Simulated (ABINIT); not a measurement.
Crystal: CsH.

```
CELL_PARAMETERS angstrom
0.00000 3.18800 3.18800
3.18800 0.00000 3.18800
3.18800 3.18800 0.00000
ATOMIC_POSITIONS crystal
Cs 0.00000 0.00000 0.00000
H 0.50000 0.50000 0.50000
```

```yaml
Program: ABINIT 10.8.3 (patched build)
Task: relaxation of cell and atoms
Functional: LDA
Potentials_or_basis: JTH PAW LDA v2.0
Cutoff: 707 eV
k_mesh: 5 × 5 × 5
Occupations: fermi-dirac, width 0.05 eV
Spin: no spin polarisation
```

At the start: pressure -1.2 GPa; volume 32.40 Å³/atom.

Where does the relaxation end?

Over 5 steps the energy falls by 15.6 meV/atom and the volume is 28.58 Å³/atom (-11.8 %); space group Fm-3m (No. 225, to 0.05 Å).

The path:
| step | energy change (eV) | largest force (eV/Å) | pressure (GPa) | volume (Å³) |
| --- | --- | --- | --- | --- |
| 1 | 0.0000 | 0.0000 | -1.20 | 64.80 |
| 2 | -0.0017 | 0.0000 | -1.17 | 64.56 |
| 3 | -0.0311 | 0.0000 | 0.07 | 56.87 |
| 4 | -0.0311 | 0.0000 | -0.01 | 57.22 |
| 5 | -0.0311 | 0.0000 | 0.00 | 57.16 |

Final structure:
```cif
data_structure
_symmetry_space_group_name_H-M 'P 1'
_symmetry_Int_Tables_number 1
_cell_length_a 4.3238
_cell_length_b 4.3238
_cell_length_c 4.3238
_cell_angle_alpha 60.000
_cell_angle_beta 60.000
_cell_angle_gamma 60.000
_cell_volume 57.16
loop_
_atom_site_label
_atom_site_type_symbol
_atom_site_fract_x
_atom_site_fract_y
_atom_site_fract_z
_atom_site_occupancy
Cs1 Cs 0.00000 0.00000 0.00000 1
H1 H 0.50000 0.50000 0.50000 1
```

Caveat: the volume moved by -12 % from the deposited cell, more than functionals usually miss.
